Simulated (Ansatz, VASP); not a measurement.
# One calculation of Ni, two programs

```
CELL_PARAMETERS angstrom
-1.35547 1.35547 1.35547
1.35547 -1.35547 1.35547
1.35547 1.35547 -1.35547
ATOMIC_POSITIONS crystal
Ni 0.00000 0.00000 0.00000
```

Change from the starting cell: volume scaled by 0.94.

Alike in both runs: task single point; functional PBEsol; k mesh 13 × 13 × 13; occupations fermi-dirac, width 0.05 eV; collinear spin, ferromagnetic start.

|  | VASP | Ansatz |
| --- | --- | --- |
| version | VASP 6.6.1 | Ansatz 0.2.0 |
| potentials or method | VASP PAW PBE potentials, release 64 (Ni) | Ansatz PAW |
| plane-wave cutoff (eV) | 520 | 420 |
| valence electrons in the cell | 10 | 18 |

VASP gave:

```
gap on the k mesh at the Fermi level (eV)                     : none
pressure (GPa)                                                : 12.1
net moment per atom (μB)                                      : 0.49
size of the moment on the site where the two differ most (μB) : 0.49
```

Question: Which values does Ansatz return?

Answer: gap on the k mesh at the Fermi level (eV): none; pressure (GPa): 12.4; net moment per atom (μB): 0.52; size of the moment on the site where the two differ most (μB): 0.54.

Site moments also hang on the region over which each program counts them. A gap of «none» marks a metal or a gap that the smearing closes. The two sets of potentials don't hold the same shells in valence.

Caveats: the PAW data sets were made with another functional, which shifts forces and pressure a little (VASP); the PAW data sets come from PBE, with cores solved anew for the run's functional, which leaves a small shift of forces and pressure (Ansatz).
